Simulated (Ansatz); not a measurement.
# 4 guesses for C and where they end

These are results of DFT PBE, scalar-relativistic, plane waves, PAW (Ansatz 0.2.0), not measurements. Settings: cutoff 420 eV, Γ-centred meshes spaced at most about 0.3 Å⁻¹, and about 0.25 Å⁻¹ or finer for metals (2π included), Gaussian smearing. No spin polarisation in the final relaxations.

Each guess was relaxed in cell and atoms at zero pressure, within the symmetry of its start. All energies are static (0 K, no zero-point motion). Coordination counts all near atoms (those within 1.25 times the shortest such distance or 1.15 times the sum of covalent radii; a plus sign parts nearer from farther groups).

```csv
guess,made from,start group,V start (Å³/atom),end group,V end (Å³/atom),coordination at the end,gap on mesh (eV),E over the lowest end (meV/atom)
1,4-connected net of one element,I4/mmm,5.7,I4/mmm,6.0,C 4,2.73,0
2,one element on all sites of the Na type,I-43d,5.7,?,?,?,?,?
3,4-connected net of one element,P4_2/mcm,5.9,P4_2/mcm,12.6,C 3,0,740
4,"3-, 4-connected net of one element",Pnc2,6.0,Imma,6.6,C 4,2.72,165
```

Guess 2 as it starts:

```xyz
8
Lattice="-2.2470 2.2470 2.2470 2.2470 -2.2470 2.2470 2.2470 2.2470 -2.2470" Properties=species:S:1:pos:R:3 pbc="T T T"
C    -0.1094    2.1376    0.1094
C     0.1094   -0.1094    2.1376
C     3.2611   -1.0141    1.0141
C    -1.0141    1.0141    3.2611
C     2.1376    0.1094   -0.1094
C     1.0141    3.2611   -1.0141
C     1.2328    1.2328    1.2328
C     0.1094    0.1094    0.1094
```

Problem. Predict the end of this guess and its energy over the lowest end.

Solution. It ends in space group Ia-3d (No. 230), with a = 4.425 Å, 5.4 Å³/atom and no gap. It lies 1.15 eV/atom over the lowest end, above guess 3 and so the highest of the set. Counting all near atoms, this end has C 3+2 and the lowest (guess 1) has C 4.

```cif
data_structure
_symmetry_space_group_name_H-M 'Ia-3d'
_symmetry_Int_Tables_number 230
_cell_length_a 4.4253
_cell_length_b 4.4253
_cell_length_c 4.4253
_cell_angle_alpha 90.000
_cell_angle_beta 90.000
_cell_angle_gamma 90.000
_cell_volume 86.66
loop_
_atom_site_label
_atom_site_type_symbol
_atom_site_symmetry_multiplicity
_atom_site_Wyckoff_symbol
_atom_site_fract_x
_atom_site_fract_y
_atom_site_fract_z
_atom_site_occupancy
C1 C 16 b 0.87500 0.37500 0.12500 1
```

No dispersion correction is applied, so the spacing and binding between layers, chains or molecules are poorly described (P4_2/mcm), and this can change margins and order among such cells. Kohn–Sham gaps at this level usually fall short of measured ones. Cells relaxed within their symmetry can be saddle points. The part of the Crystallography Open Database at hand lists C in space groups No. 58, 69, 71, 141, 166 and others; no cell shown has one of them. Some structure types and database cells were kept out of the candidates from the start, so a known form may be missing.

The two fully four-coordinated ends lie lowest and have gaps, as expected when each carbon puts its four valence electrons into localised sp3 σ bonds. The 165 meV/atom between them probably reflects different strain in angles and rings. Density does not set the order: the densest end is the highest, yet the most open comes next.

In the Ia-3d end, three close neighbours lie in a plane, and two farther ones sit above and below it. Carbon lacks the valence orbitals for five electron-pair bonds, so the remaining p orbitals probably form partly filled bands along evenly spaced chains, consistent with the missing gap. Pairing atoms along these chains would give each a fourth bond, as in the metastable body-centred cubic form of silicon, but the starting symmetry forbids it. Part of the 1.15 eV/atom is therefore probably the cost of a suppressed distortion; the rest would remain as the paired form's own energy over the lowest end.

Three-coordination alone cannot explain the 740 meV/atom of guess 3, since graphite shares it; strained or twisted π bonding is likelier. Graphite and diamond are known to be more stable than the lowest end here.
